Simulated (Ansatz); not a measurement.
# What strain does to SiC (zincblende)

SiC (zincblende), relaxed with r2SCAN in Ansatz. It is cubic, F-43m (No. 216); conventional cell a = 4.356 Å, 10.33 Å³ an atom. Around Si lie 4 C at 1.89 Å; around C lie 4 Si at 1.89 Å.

The axes x, y and z are those of this cell:
```
Si C
1.0
     0.00000    2.17805    2.17805
     2.17805    0.00000    2.17805
     2.17805    2.17805    0.00000
Si C
1 1
Direct
  0.00000 0.00000 0.00000
  0.25000 0.25000 0.25000
```

Unstrained: PBE gives an indirect gap of 1.358 eV, from Γ to X; the least direct gap is 4.547 eV at X. The r2SCAN gap is indirect, 1.713 eV (Γ to X), below the direct gap of 5.048 eV at X. With HSE06 the valence top lies at Γ and the conduction bottom at X, 2.227 eV higher; the smallest vertical gap, at X, is 5.720 eV. Meshes: PBE 10×10×10, r2SCAN 10×10×10, HSE06 8×8×8. Strains are changes of length per length. After each strain the atoms were relaxed again with r2SCAN within the symmetry that the strain leaves, so tilts or polar shifts that break it weren't tested; points keep the names that they have in the unstrained zone. The values are computed, spin-unpolarised, and not measurements.

Changes of the least gap in eV (an overlap counts as a negative gap):

| strain | volume change (%) | space group | PBE | r2SCAN | HSE06 | G0W0@PBE (mesh) | energy rise, r2SCAN (meV/atom) |
| --- | --- | --- | --- | --- | --- | --- | --- |
| epitaxial +3.0 % in the xy plane, free normal strain -2.00 % | +4.0 | I-4m2 | -0.451 | -0.480 | -0.483 | -0.49 | 25.1 |
| uniaxial -2.0 % along z | -2.0 | I-4m2 | -0.230 | -0.233 | -0.232 | -0.23 | 5.4 |
| epitaxial +2.5 % in the xy plane, free normal strain -1.66 % | +3.3 | I-4m2 | -0.380 | -0.405 | -0.407 | -0.41 | 17.6 |
| uniaxial -2.0 % along x | -2.0 | I-4m2 | -0.230 | -0.233 | -0.232 | -0.23 | 5.4 |
| isotropic +4.0 % on every length | +12.5 | F-43m | +0.098 | +0.067 | +0.059 | +0.02 | 93.9 |

Unstrained, G0W0@PBE with 86 empty bands, a screening cutoff of 150 eV and a 6×6×6 mesh gives 2.17 eV on its mesh; the band count follows the volume. The G0W0 figures hold for the stated bands, cutoff and mesh and aren't extrapolated.

Epitaxial +3.0 % in the xy plane, free normal strain -2.00 %. HSE06: the gap goes from 2.227 to 1.744 eV (-0.483 eV); with r2SCAN the top three valence levels at Γ, degenerate before, become 1+2 from the top over 321 meV. Stress change with r2SCAN, compression positive: xx -12.52, yy -12.52, zz -0.04 GPa.

Uniaxial -2.0 % along z, other directions held. HSE06: the gap goes from 2.227 to 1.995 eV (-0.232 eV); with r2SCAN the top three valence levels at Γ, degenerate before, become 1+2 from the top over 139 meV. Stress change with r2SCAN, compression positive: xx +2.94, yy +2.94, zz +8.37 GPa.

Epitaxial +2.5 % in the xy plane, free normal strain -1.66 %. HSE06: the gap goes from 2.227 to 1.820 eV (-0.407 eV); with r2SCAN the top three valence levels at Γ, degenerate before, become 1+2 from the top over 271 meV. Stress change with r2SCAN, compression positive: xx -10.61, yy -10.61, zz -0.04 GPa.

Uniaxial -2.0 % along x, other directions held. HSE06: the gap goes from 2.227 to 1.995 eV (-0.232 eV); with r2SCAN the top three valence levels at Γ, degenerate before, become 1+2 from the top over 139 meV. Stress change with r2SCAN, compression positive: xx +8.37, yy +2.94, zz +2.94 GPa.

Isotropic +4.0 % on every length. HSE06: the gap goes from 2.227 to 2.286 eV (+0.059 eV). Stress change with r2SCAN, compression positive: xx -21.22, yy -21.22, zz -21.22 GPa. For HSE06, dE_g/d ln V = 0.5 eV over this step.

The meshes of the hybrids are coarse, so their gaps aren't converged to the digits shown.

The splittings at Γ are without spin-orbit coupling, which regroups them where it is of like size or larger.
